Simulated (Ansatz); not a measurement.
**Computed properties of InSe**

```
CELL_PARAMETERS angstrom
2.00000 1.15470 8.31667
-2.00000 1.15470 8.31667
0.00000 -2.30940 8.31667
ATOMIC_POSITIONS crystal
In 0.00000 0.00000 0.00000
In 0.11220 0.11220 0.11220
Se 0.61550 0.61550 0.61550
Se 0.83000 0.83000 0.83000
```

Atom numbers follow the list: In1, In2, Se3, Se4.

The cell is COD entry 1534648, which may be a prediction rather than a measurement; nothing was relaxed.

Spin–orbit coupling is left out, though it moves levels of the heavy atoms by tenths of an eV or more.

Levels of theory: DFT, PBE, all-electron LAPW, scalar-relativistic (Ansatz 0.2.0); DFT, PBE, PAW with Ansatz's default frozen-core files, scalar-relativistic (Ansatz 0.2.0).

For LAPW: a Γ-centred 7×7×7 k mesh, Fermi–Dirac smearing of 0.01 eV, basis error target 1 meV/atom, no spin polarisation. PAW takes a cutoff of 420 eV at this cell. The Ansatz runs share mesh, smearing and spin set-up. Values come from LAPW unless marked.

```json
{"Pressure at this cell": "2.91 GPa", "Volume per atom": "28.81 Å³"}
```

(1) Löwdin charges (with 0.10 e of the cell spilling out of the atomic basis, so their sizes and signs hang on that basis): what does the calculation give?

(2) Give the computed value. Stress xx, yy, zz (compression positive).

(3) Give the computed value. Largest force.

(4) Predict this quantity. Bader charges (from the PAW run).

(5) Band gap: what does the calculation give?

Results:

(1) In1 0.18, In2 0.18, Se3 -0.14, Se4 -0.13 e.

(2) 3.14, 3.14, 2.44 GPa.

(3) 0.216 eV/Å on In1.

(4) In1 +0.69, In2 +0.69, Se3 -0.69, Se4 -0.69 e.

(5) 0.40 eV, direct at T (-0.5, -0.5, -0.5) (so small a gap may close at points that the mesh and path miss).
